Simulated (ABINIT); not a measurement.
TaN:

```
Ta N
1.0
     0.00000    2.21132    2.21132
     2.21132    0.00000    2.21132
     2.21132    2.21132    0.00000
Ta N
1 1
Direct
  0.50000 0.50000 0.50000
  0.00000 0.00000 0.00000
```

The cell comes from a database or a generator and needn't be the stable form of this composition.

Base run:

* Program: ABINIT 10.8.3 (patched build)
* Functional: RPBE
* Potentials or basis: JTH PAW PBE v2.0
* Cutoff: 844 eV
* k mesh: 10 × 10 × 10
* Occupations: fermi-dirac, width 0.05 eV
* Spin: no spin polarisation

Its results: band gap on the k mesh none (metal or under the smearing width); pressure 2.9 GPa.

After a change of settings the same cell gave: band gap on the k mesh none (metal or under the smearing width); pressure -8.1 GPa. Which change was it?
A. functional from RPBE to SCAN
B. functional from RPBE to revPBE
C. functional from RPBE to PW91
D. functional from RPBE to PBE

A.

Caveats: the highest band is partly filled, so the run has too few bands; the PAW data sets were made with another functional, which shifts forces and pressure a little.
